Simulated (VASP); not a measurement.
# Si2Mo (I4/mmm) in VASP: a series of runs

The runs below take Si2Mo through relaxation of cell and atoms, with PBE.

Everything below comes from runs of VASP 6.6.1. Logs are shortened: lines on timing, memory, paths and dates and some standing lists are left out, and cuts for length are marked.

**1. The structure**

Symmetry: I4/mmm, No. 139, tetragonal system. The conventional cell has a = 3.200 Å, b = 3.200 Å, c = 7.861 Å, α = 90.00°, β = 90.00°, γ = 90.00°. Around Si (site symmetry 4mm) lie 5 Si at 2.61 to 2.63 Å and 5 Mo at 2.62 Å. Mo (site symmetry 4/mmm) has 10 Si at 2.62 Å as nearest neighbours.

**2. Relaxation of cell and atoms, PBE**

Contents of INCAR:

```
PREC = Accurate ; ENCUT = 250
EDIFF = 1E-7 ; ISMEAR = 0
SIGMA = 0.1 ; LREAL = F
LASPH = T ; NELM = 80
ALGO = Normal ; ISIF = 3
LWAVE = F ; LCHARG = F
GGA = PE ; IBRION = 2
NSW = 80 ; EDIFFG = -0.002
```

Contents of KPOINTS:

```
Automatic mesh
0
Gamma
  18 18 18
```

Contents of POSCAR:

```
Si2Mo
1.0
   -1.6000000000      1.6000000000      3.9305000000
    1.6000000000     -1.6000000000      3.9305000000
    1.6000000000      1.6000000000     -3.9305000000
Si Mo
2 1
Direct
    0.3330000000      0.3330000000      0.0000000000
    0.6670000000      0.6670000000      0.0000000000
    0.0000000000      0.0000000000      0.0000000000
```

Potentials or basis: VASP PAW PBE potentials, release 64 (Si, Mo_sv).

The run is started by

```console
$ cat potpaw_PBE.64/Si/POTCAR potpaw_PBE.64/Mo_sv/POTCAR > POTCAR
$ mpirun -np 1 vasp_std > vasp.out
```

OUTCAR:

```text
PREC = Accurate
   ENCUT = 250
   EDIFF = 1E-7
   ISMEAR = 0
   LREAL = F
   LASPH = T
   NELM = 80
   ISIF = 3
   GGA = PE
   IBRION = 2
   NSW = 80
   EDIFFG = -0.002

 ion  position               nearest neighbor table
   1  0.333  0.333  0.000-   2 2.61   2 2.61   2 2.61   2 2.61   3 2.62   3 2.62   3 2.62   3 2.62
                             3 2.62   2 2.63
   2  0.667  0.667  0.000-   1 2.61   1 2.61   1 2.61   1 2.61   3 2.62   3 2.62   3 2.62   3 2.62
                             3 2.62   1 2.63
   3  0.000  0.000  0.000-   2 2.62   1 2.62   2 2.62   1 2.62   2 2.62   1 2.62   1 2.62   2 2.62
                             1 2.62   2 2.62

  LATTYP: Found a body centered tetragonal cell.
 ALAT       =     3.2000000000
 C/A-ratio  =     2.4565625000

  Lattice vectors:

 A1 = (  -1.6000000000,   1.6000000000,   3.9305000000)
 A2 = (   1.6000000000,  -1.6000000000,   3.9305000000)
 A3 = (   1.6000000000,   1.6000000000,  -3.9305000000)

Analysis of symmetry for initial positions (statically):
=====================================================================
 Subroutine PRICEL returns:
 Original cell was already a primitive cell.

 Routine SETGRP: Setting up the symmetry group for a
 body centered tetragonal supercell.

 Subroutine GETGRP returns: Found 16 space group operations
 (whereof 16 operations were pure point group operations)
 out of a pool of 16 trial point group operations.

The static configuration has the point symmetry D_4h.

Analysis of symmetry for dynamics (positions and initial velocities):
=====================================================================
 Subroutine PRICEL returns:
 Original cell was already a primitive cell.

 Routine SETGRP: Setting up the symmetry group for a
 body centered tetragonal supercell.

 Subroutine GETGRP returns: Found 16 space group operations
 (whereof 16 operations were pure point group operations)
 out of a pool of 16 trial point group operations.

The dynamic configuration has the point symmetry D_4h.

 Subroutine INISYM returns: Found 16 space group operations
 (whereof 16 operations are pure point group operations),
 and found     1 'primitive' translations

----------------------------------------------------------------------------------------

                                     Primitive cell

  volume of cell :      40.2483

  direct lattice vectors                    reciprocal lattice vectors
    -1.600000000  1.600000000  3.930500000     0.000000000  0.312500000  0.127210279
     1.600000000 -1.600000000  3.930500000     0.312500000  0.000000000  0.127210279
[... 112 lines left out ...]
   GGA     = PE    functional components
   LHFCALC =     F    Hartree Fock is set to
   AEXX    =    0.0000 exact exchange contribution
   IVDW    =     0    specifies the selected vdW correction
   LEPSILON=     F    determine dielectric tensor
   LRPA    =     F    only Hartree local field effects (RPA)
 conjugate gradient relaxation of ions
 non-spin polarized calculation
 Gauss-broadening in eV      SIGMA  =   0.10
  energy-cutoff  :      250.00
  volume of cell :       40.25
 maximum number of plane-waves:       372
   NGX = 11   NGY = 11   NGZ = 11

--------------------------------------- Ionic step        1  -------------------------------------------

 number of electron      22.0000001 magnetization

 Free energy of the ion-electron system (eV)
  ---------------------------------------------------
  ext. energy  EPLUGINS =         0.00000000
  ---------------------------------------------------
  free energy    TOTEN  =       -23.20395621 eV

  energy without entropy =      -23.20287113  energy(sigma->0) =      -23.20341367

------------------------ aborting loop because EDIFF is reached ----------------------------------------

  FORCE on cell =-STRESS in cart. coord.  units (eV):
  Direction    XX          YY          ZZ          XY          YZ          ZX
  --------------------------------------------------------------------------------------
  -------------------------------------------------------------------------------------
  Total        0.1735744      0.1735744     -0.1017593      0.0000000      0.0000000      0.0000000
  in kB        6.9095316      6.9095316     -4.0507645      0.0000000      0.0000000      0.0000000
  external PRESSURE =       3.2560995 kB  Pullay stress =       0.0000000 kB
[... 209 lines left out ...]
--------------------------------------- Ionic step        7  -------------------------------------------

 number of electron      22.0000002 magnetization

 Free energy of the ion-electron system (eV)
  ---------------------------------------------------
  ext. energy  EPLUGINS =         0.00000000
  ---------------------------------------------------
  free energy    TOTEN  =       -23.20824458 eV

  energy without entropy =      -23.20710030  energy(sigma->0) =      -23.20767244

 E-fermi :  12.2290     XC(G=0): -12.4157

 val. band max:       12.2270488024   @ k =  -0.3333  -0.3333   0.2778
 cond. band min:      12.2345887009   @ k =  -0.0556   0.0556   0.0000
 fundamental gap:      0.0075398985
 Fermi energy:        12.2289571025

 k-point     1 :       0.0000    0.0000    0.0000
  band No.  band energies     occupation
      1     -48.4707      2.00000
      2     -22.6407      2.00000
      3     -22.5613      2.00000
      4     -22.5613      2.00000
      5      -1.1828      2.00000
      6       5.8569      2.00000
      7       8.7993      2.00000
      8       9.1989      2.00000
      9       9.6120      2.00000
     10       9.6120      2.00000
     11      12.6039      0.00000
     12      15.3607      0.00000
     13      15.4753      0.00000
     14      15.7595      0.00000
[... 401 lines left out ...]
      2     -22.6715      2.00000
      3     -22.6319      2.00000
      4     -22.5616      2.00000
      5      -0.3189      2.00000
      6       5.9017      2.00000
      7       7.1935      2.00000
      8       9.0172      2.00000
      9       9.6257      2.00000
     10      10.4083      2.00000
     11      10.9385      2.00000
     12      14.0550      0.00000
     13      14.4223      0.00000
     14      16.3142      0.00000
     15      16.5787      0.00000

 [... further k-points ...]

------------------------ aborting loop because EDIFF is reached ----------------------------------------

  FORCE on cell =-STRESS in cart. coord.  units (eV):
  Direction    XX          YY          ZZ          XY          YZ          ZX
  --------------------------------------------------------------------------------------
  -------------------------------------------------------------------------------------
  Total        0.0007363      0.0007363      0.0028085      0.0000000      0.0000000     -0.0000000
  in kB        0.0292367      0.0292367      0.1115213      0.0000000      0.0000000     -0.0000000
  external PRESSURE =       0.0566649 kB  Pullay stress =       0.0000000 kB
[... 18 lines left out ...]
  FREE ENERGIE OF THE ION-ELECTRON SYSTEM (eV)
  ---------------------------------------------------
  free  energy   TOTEN  =       -23.2082445825 eV

  energy  without entropy=      -23.2071002968  energy(sigma->0) =      -23.20767244

 reached required accuracy - stopping structural energy minimisation
```

OSZICAR:

```text
N       E                     dE             d eps       ncg     rms          rms(c)
DAV:   1     0.460233797958E+02    0.46023E+02   -0.79087E+03 17395   0.796E+02
DAV:   2    -0.232720310644E+02   -0.69295E+02   -0.68278E+02 18803   0.216E+02
[... 58 lines left out ...]
DAV:   1    -0.232083600765E+02   -0.13628E-03   -0.32901E-03 16325   0.573E-01    0.968E-02
DAV:   2    -0.232082637245E+02    0.96352E-04   -0.78348E-04 16396   0.205E-01    0.309E-02
DAV:   3    -0.232082478577E+02    0.15867E-04   -0.72548E-05 16098   0.521E-02    0.123E-02
DAV:   4    -0.232082440923E+02    0.37654E-05   -0.12822E-05 18817   0.300E-02    0.397E-03
DAV:   5    -0.232082443980E+02   -0.30570E-06   -0.35635E-07 14970   0.459E-03    0.323E-03
DAV:   6    -0.232082445681E+02   -0.17008E-06   -0.26583E-08  7515   0.109E-03    0.100E-03
DAV:   7    -0.232082445825E+02   -0.14379E-07   -0.17554E-08  7305   0.875E-04
   7 F= -.23208245E+02 E0= -.23207672E+02  d E =-.175035E-04
```

CONTCAR:

```text
Si2Mo
   1.00000000000000
    -1.6027252661625386    1.6027252661625386    3.9269168844604119
     1.6027252661625386   -1.6027252661625386    3.9269168844604119
     1.6027252661625386    1.6027252661625386   -3.9269168844604119
  Si              Mo
     2     1
Direct
     0.3348514807845688    0.3348514807845688    0.0000000000000000
     0.6651485192154312    0.6651485192154312    0.0000000000000000
     0.0000000000000000    0.0000000000000000    0.0000000000000000

  0.00000000E+00  0.00000000E+00  0.00000000E+00
  0.00000000E+00  0.00000000E+00  0.00000000E+00
  0.00000000E+00  0.00000000E+00  0.00000000E+00
```

It took 5 min on 1 thread of AMD EPYC 9R45 (Zen 5), shared host; peak memory 0.2 GiB.

The run converged, but some of its settings lie outside the range that counts as converged, so its numbers aren't taken as properties of the crystal.

What came out:

| Property | Result |
| --- | --- |
| Free energy | -23.2082 eV |
| Relaxed volume | 13.45 Å³/atom |
| Relaxed cell | a = 4.534 Å, b = 4.534 Å, c = 4.534 Å, α = 138.60°, β = 138.60°, γ = 59.99° |
| Space group after relaxing (to 0.05 Å) | I4/mmm (No. 139) |
| Energy gained by relaxing | 1.4 meV/atom |
| Ionic steps | 7 |
| Band gap on the k mesh | none (metal or under the smearing width) |

Caveat: the cutoff is under 1.25 times the usual one of these potentials, so pressure, stress and relaxed cells hold a basis-set (Pulay) error.

**3. Relaxation of cell and atoms, PBE**

This run uses another cell than the first one, of 13.45 Å³/atom, 1.002 times its volume.

INCAR is that of step 2.

KPOINTS is that of step 2.

Contents of POSCAR:

```
Si2Mo                                   
1.0
   -1.6027252662      1.6027252662      3.9269168845
    1.6027252662     -1.6027252662      3.9269168845
    1.6027252662      1.6027252662     -3.9269168845
  Si              Mo            
     2     1
Direct
     0.3348514807845688    0.3348514807845688    0.0000000000000000
     0.6651485192154312    0.6651485192154312    0.0000000000000000
     0.0000000000000000    0.0000000000000000    0.0000000000000000
```

Potentials or basis: VASP PAW PBE potentials, release 64 (Si, Mo_sv).

The run is started by

```console
$ cat potpaw_PBE.64/Si/POTCAR potpaw_PBE.64/Mo_sv/POTCAR > POTCAR
$ mpirun -np 1 vasp_std > vasp.out
```

Wall time 4.7 min (1 thread of AMD EPYC 9R45 (Zen 5), shared host); peak memory 0.19 GiB.

These settings aren't checked as converged: the numbers below hold their error.

What came out:

```
Free energy                            : -23.2104 eV
Relaxed volume                         : 13.45 Å³/atom
Relaxed cell                           : a = 4.534 Å, b = 4.534 Å, c = 4.534 Å, α = 138.59°, β = 138.59°, γ = 60.00°
Space group after relaxing (to 0.05 Å) : I4/mmm (No. 139)
Energy gained by relaxing              : 0.0 meV/atom
Ionic steps                            : 8
Band gap on the k mesh                 : none (metal or under the smearing width)
```

Caveat: the cutoff is under 1.25 times the usual one of these potentials, so pressure, stress and relaxed cells hold a basis-set (Pulay) error.
